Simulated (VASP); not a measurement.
Set up this calculation in VASP 6.6.1, as the native input.

```yaml
Task: single point
Functional: PBE
Potentials_or_basis: VASP PAW PBE potentials, release 64 (Pb_d, Se)
Cutoff: 520 eV
k_mesh: 8 × 8 × 8
Occupations: gaussian, width 0.025 eV
Spin: no spin polarisation
Further_INCAR_settings: ALGO = Fast; EDIFF = 1e-06
```

The structure of PbSe (Clausthalite) lies in POSCAR:

```
PbSe
1.0
    0.0000000000      3.0606500000      3.0606500000
    3.0606500000      0.0000000000      3.0606500000
    3.0606500000      3.0606500000      0.0000000000
Pb Se
1 1
Direct
    0.0000000000      0.0000000000      0.0000000000
    0.5000000000      0.5000000000      0.5000000000
```

These files were run (other wordings do the same):

INCAR

```
PREC     = Accurate       # precision mode
ENCUT    = 520            # plane-wave cutoff, eV
EDIFF    = 1E-6           # SCF threshold, eV
ISMEAR   = 0              # smearing method
SIGMA    = 0.025          # smearing width, eV
LREAL    = F              # projectors in reciprocal space
LASPH    = T              # aspherical terms in the spheres
NELM     = 80             # most SCF steps
ALGO     = Fast           # electronic algorithm
ISIF     = 2              # what is computed and relaxed
LWAVE    = F              # write WAVECAR
LCHARG   = F              # write CHGCAR
GGA      = PE             # functional
```

KPOINTS

```
Automatic mesh
0
Gamma
  8 8 8
```

Potentials or basis: VASP PAW PBE potentials, release 64 (Pb_d, Se).

Run with:

```sh
$ cat potpaw_PBE.64/Pb_d/POTCAR potpaw_PBE.64/Se/POTCAR > POTCAR
$ mpirun -np 1 vasp_std > vasp.out
```

Results of the run:

```yaml
Pressure: 2.4 GPa
Band_gap_on_the_k_mesh: 0.29 eV, direct
```

Caveat: spin-orbit coupling is left out, which as a rule narrows the gap of such compounds by several tenths of an eV.

It took 8.4 s on 1 thread of Intel(R) Xeon(R) 6975P-C (Granite Rapids), on a shared host, peak memory 0.18 GiB.
